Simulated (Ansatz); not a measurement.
**Sn (I4_1/amd): comparison of functionals at one structure**

How far apart do the functionals lie for Sn (I4_1/amd) at one structure? A script is to give a comparison of functionals at one structure; the system is Sn (I4_1/amd).

Computed with the Python package of Ansatz 0.2.0. The levels of theory stand in the script.

## 1. The system

The structure is tetragonal, space group I4_1/amd (No. 141). The conventional cell has a = 5.839 Å, b = 5.839 Å, c = 3.188 Å, α = 90.00°, β = 90.00°, γ = 90.00°. Sn (site symmetry -4m2) has 6 Sn at 3.03 to 3.19 Å as nearest neighbours.

No structure file is read: the coordinates are typed or built in the script.

## 2. Script

The input, sn_xc.py:

```python
"""One structure of Sn under several functionals."""

import warnings

import ansatz as az
from tabulate import tabulate

warnings.simplefilter("ignore", az.DeckWarning)

system = (
    az.Lattice.of((-2.919644, 2.919644, 1.5938), (2.919644, -2.919644, 1.5938), (2.919644, 2.919644, -1.5938))
    .atom("Sn", (0.0, 0.0, 0.0))
    .atom("Sn", (0.75, 0.25, 0.5))
)

model = (
    system.calculation()
    .kpoints(length=26)
    .occupations("methfessel_paxton", width=0.1)
    .stress()
)

rows = []
for value in ["r2scan", "pbe", "lda"]:
    r = model.functional(value).run(threads=1, backend="cpu").report
    rows.append((value, r["free_energy_ev"] / len(r["lattice"]["sites"]), r["n_iterations"], sum(r["stress_gpa"][i][i] for i in range(3)) / 3, r["n_kpoints"]))

print(tabulate(rows, headers=["functional", "F/atom (eV)", "iterations", "P (GPa)", "k-points"], floatfmt=".4f", tablefmt="simple"))
```

## 3. The input behind the calls

The engine receives this input (first run):

```yaml
crystal:
  lattice:
    - [-2.919644, 2.919644, 1.5938]
    - [2.919644, -2.919644, 1.5938]
    - [2.919644, 2.919644, -1.5938]
  atoms:
    - { symbol: Sn, position: [0.0, 0.0, 0.0] }
    - { symbol: Sn, position: [0.75, 0.25, 0.5] }
kpoints:
  mp_grid:
    grid: [9, 9, 6]
hamiltonian:
  xc: r2scan
scf:
  occupations:
    method: methfessel_paxton
    width: 0.1
output:
  stress: true
```

## 4. Running it

Launch:

```
python sn_xc.py
```

Standard output:

```text
functional      F/atom (eV)    iterations    P (GPa)    k-points
------------  -------------  ------------  ---------  ----------
r2scan           -6038.5087             7     0.9392         140
pbe              -6024.1578             6     2.4349         140
lda              -5879.5228             7    -2.0113         140
```

Run time: 39 s. Hardware: 1 thread of Arm Neoverse V1, shared host; peak memory 0.68 GiB.

## 5. Inputs of later runs

The engine's inputs for the other runs:

Run 2, against run 1:

```diff
@@ -13 +13 @@
-  xc: r2scan
+  xc: pbe
```

Run 3, against run 1:

```diff
@@ -13 +13 @@
-  xc: r2scan
+  xc: lda
```

## 6. What each run gave

The 3 runs, in the order started:

```tsv
run	functional	energy (eV/atom)	pressure (GPa)	SCF cycles	CPU time (s)
1	r2scan	-6038.5087	0.94	7	22
2	pbe	-6024.1578	2.43	6	7.7
3	lda	-5879.5228	-2.01	7	8.5
```

Energies are free energies F = E - TS of the smeared occupations. Totals hang on method, basis and potentials, so only like runs compare.

## 7. Outcome

| quantity | value |
| --- | --- |
| runs compared | 3 |
| pressure at this cell | -2.0 (lda) to 2.4 GPa (pbe) |

In words: From lowest to highest: LDA (-2.0 GPa), r2SCAN (0.9 GPa) and PBE (2.4 GPa). At a fixed cell a lower pressure usually means a smaller equilibrium volume, so LDA prefers the smallest cell and PBE the largest. Reading the output:
- For a metal this k-point mesh is coarse: on a finer one energies can move by several to tens of meV an atom and pressures by half a GPa or more, differences at one mesh by less.
- The mesh has less symmetry than the crystal, which the program warned of.
- Pressure is positive in compression.
- Total energies of different functionals can't be compared; pressures, moments and gaps at this one structure can.
